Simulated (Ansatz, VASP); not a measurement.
I: VASP beside Ansatz

```
CELL_PARAMETERS angstrom
0.00000 2.33363 3.85700
2.16262 0.00000 3.85700
2.16262 2.33363 0.00000
ATOMIC_POSITIONS crystal
I 0.00000 0.00000 0.00000
```

Change from the starting cell: volume scaled by 0.96.

Alike in both runs: task single point; functional PBE; k mesh 9 × 9 × 9; occupations fermi-dirac, width 0.05 eV; no spin polarisation.

|  | VASP | Ansatz |
| --- | --- | --- |
| version | VASP 6.6.1 | Ansatz 0.2.0 |
| potentials or method | VASP PAW PBE potentials, release 64 (I) | Ansatz PAW |
| plane-wave cutoff (eV) | 520 | 420 |
| valence electrons in the cell | 7 | 17 |

|  | VASP | Ansatz | Ansatz less VASP |
| --- | --- | --- | --- |
| gap on the k mesh at the Fermi level (eV) | none | none | - |
| pressure (GPa) | 1.6 | 1.7 | +0.04 |
| largest component of the traceless stress (GPa) | 0.64 | 0.68 | +0.044 |

A gap of «none» marks a metal or a gap that the smearing closes. The two sets of potentials don't hold the same shells in valence.

Caveats: an odd number of electrons without spin polarisation forces a metal; a magnetic or distorted state may lie lower. Spin-orbit coupling is left out, which matters for the levels of I.
